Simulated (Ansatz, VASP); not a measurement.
# One calculation of Nb, two programs

```
Nb
1.0
     0.00000    2.11500    2.11500
     2.11500    0.00000    2.11500
     2.11500    2.11500    0.00000
Nb
1
Direct
  0.00000 0.00000 0.00000
```

This isn't the form of Nb at room conditions, which is bcc.

Alike in both runs: task single point; functional PBE; k mesh 20 × 20 × 20; occupations gaussian, width 0.15 eV; no spin polarisation.

|  | VASP | Ansatz |
| --- | --- | --- |
| version | VASP 6.6.1 | Ansatz 0.2.0 |
| potentials or method | VASP PAW PBE potentials, release 64 (Nb_sv) | scalar-relativistic, plane waves, PAW |
| plane-wave cutoff (eV) | 520 | 420 |
| valence electrons in the cell | 13 | 13 |

|  | VASP | Ansatz | Ansatz less VASP |
| --- | --- | --- | --- |
| gap on the k mesh at the Fermi level (eV) | none | none | - |
| pressure (GPa) | -1.7 | -1.4 | +0.31 |

A gap of «none» marks a metal or a gap that the smearing closes. With one functional, cell and mesh, what is left measures potentials, basis and numerics.
